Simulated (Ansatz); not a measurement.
# Ruthenium, A15 under RPBE: structure and ground-state energy

The plan for ruthenium in the A15 structure: relax it, then solve it on a dense k-mesh. Spin polarisation is left out. The k-meshes are 6×6×6 for the relaxation; 7×7×7 for the dense run.

Program: Ansatz 0.2.0. Level of theory: DFT RPBE, plane waves (420 eV) with PAW, scalar-relativistic; PBE-made PAW files. These are calculated values, not measurements.

**1. The system as given**

The structure is cubic, space group Pm-3n (No. 223). Conventional cell: a = 4.769 Å, b = 4.769 Å, c = 4.769 Å, α = 90.00°, β = 90.00°, γ = 90.00°. Ru (site symmetry m-3) is surrounded by 12 Ru at 2.67 Å. Ru (site symmetry -4m2) is surrounded by 6 Ru at 2.38 to 2.67 Å.

Structure file:

```cif
data_structure
_symmetry_space_group_name_H-M 'P 1'
_symmetry_Int_Tables_number 1
_cell_length_a 4.7686
_cell_length_b 4.7686
_cell_length_c 4.7686
_cell_angle_alpha 90.000
_cell_angle_beta 90.000
_cell_angle_gamma 90.000
_cell_volume 108.44
loop_
_atom_site_label
_atom_site_type_symbol
_atom_site_fract_x
_atom_site_fract_y
_atom_site_fract_z
_atom_site_occupancy
Ru1 Ru 0.00000 0.00000 0.00000 1
Ru2 Ru 0.50000 0.50000 0.50000 1
Ru3 Ru 0.25000 0.00000 0.50000 1
Ru4 Ru 0.75000 0.00000 0.50000 1
Ru5 Ru 0.50000 0.25000 0.00000 1
Ru6 Ru 0.50000 0.75000 0.00000 1
Ru7 Ru 0.00000 0.50000 0.25000 1
Ru8 Ru 0.00000 0.50000 0.75000 1
```

**2. Relaxing cell and atoms**

The input, input.yaml:

```yaml
crystal:
  lattice:
    - [4.7686371176, 0.0, 0.0]
    - [0.0, 4.7686371176, 0.0]
    - [0.0, 0.0, 4.7686371176]
  atoms:
    - { symbol: Ru, position: [0.0, 0.0, 0.0] }
    - { symbol: Ru, position: [0.5, 0.5, 0.5] }
    - { symbol: Ru, position: [0.25, 0.0, 0.5] }
    - { symbol: Ru, position: [0.75, 0.0, 0.5] }
    - { symbol: Ru, position: [0.5, 0.25, 0.0] }
    - { symbol: Ru, position: [0.5, 0.75, 0.0] }
    - { symbol: Ru, position: [0.0, 0.5, 0.25] }
    - { symbol: Ru, position: [0.0, 0.5, 0.75] }
hamiltonian:
  xc: rpbe
  pseudopotentials:
    kind: paw
    azcp:
      Ru: "pseudopotentials/Ru.paw.azcp"
basis:
  ecutwfc: 420
  fft_grid_basis: typed
kpoints:
  mp_grid: { grid: [6, 6, 6], shift: [0, 0, 0] }
magnetization:
  spin_polarized: false
scf:
  occupations: { method: fermi_dirac, width: 0.1 }
relax:
  max_steps: 60
  f_tol: 0.01
  cell: {}
output:
  write_density: true
  write_potential: true
  elf: true
  volumetric_format: npy
```

Started as:

```console
$ ansatz run input.yaml --threads 4 --pin off --max-ram 8192MiB --backend cpu --events-out ev --progress --plain --runs-dir out
```

Further steps of the session: Dense single point.

Before running it: what results should come out? Wanted: space group; conventional cell; volume; shortest distance; gap on the mesh; relative to hcp.

The runs gave:

```
                      quantity                         value
space group (spins left aside)               Pm-3n (No. 223)
             conventional cell                   a = 4.871 Å
                        volume                14.447 Å³/atom
             shortest distance                       2.436 Å
               gap on the mesh  none (levels filled in part)
               relative to hcp                 +378 meV/atom
```

**Reading.** The relaxation enlarged the cell by 6.6 % in volume. Against the reference form of ruthenium (hcp, computed apart with the same settings) it stands 378 meV/atom higher. Levels at the Fermi energy are filled in part, as in a metal. Relaxation kept the symmetry; phonons were not checked.
